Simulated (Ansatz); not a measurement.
# Stress against strain in Zr

```
CELL_PARAMETERS angstrom
-1.81000 1.81000 1.81000
1.81000 -1.81000 1.81000
1.81000 1.81000 -1.81000
ATOMIC_POSITIONS crystal
Zr 0.00000 0.00000 0.00000
```

The cell comes from COD entry 9008559, which wasn't checked; take it as a given geometry.

The calculation used Ansatz 0.2.0, DFT, LDA, all-electron LAPW, scalar-relativistic.

The runs use a Γ-centred 16×16×16 k mesh, Fermi–Dirac smearing of 0.03 eV, basis error target 0.5 meV/atom, no spin polarisation.

The strain is applied along the Cartesian axes of the cell as listed (the other components stay zero). Fractional coordinates are held (clamped ions).

σ is the change of stress from the unstrained cell, which is at -9.53 GPa; tension is positive, so slopes are stress–strain coefficients at that pressure. In a metal the k mesh adds noise.

Only quantities that a quadratic follows smoothly over the whole series are listed; rougher ones are left out.

| εxx = εyy | σzz (GPa) | σxx (GPa) |
| --- | --- | --- |
| -0.0200 | -3.11 | -2.78 |
| -0.0100 | -1.53 | -1.31 |
| 0.0000 | 0.00 | 0.00 |
| 0.0200 | 2.80 | 2.26 |

**Question.** Fit the series and read off the stiffness at zero strain.

**Answer.** Least-squares fits y = p0 + p1 x + p2 x² to the rows give σzz (GPa): p1 = 148, p2 = -370; σxx (GPa): p1 = 126, p2 = -660. So 2 C12 = 148 GPa and C11 + C12 = 126 GPa.

**Question.** One run, at εxx = εyy = 0.0100, is withheld. Predict its row.

**Answer.** The fits give 1.43, 1.20; the run gave 1.44, 1.18.
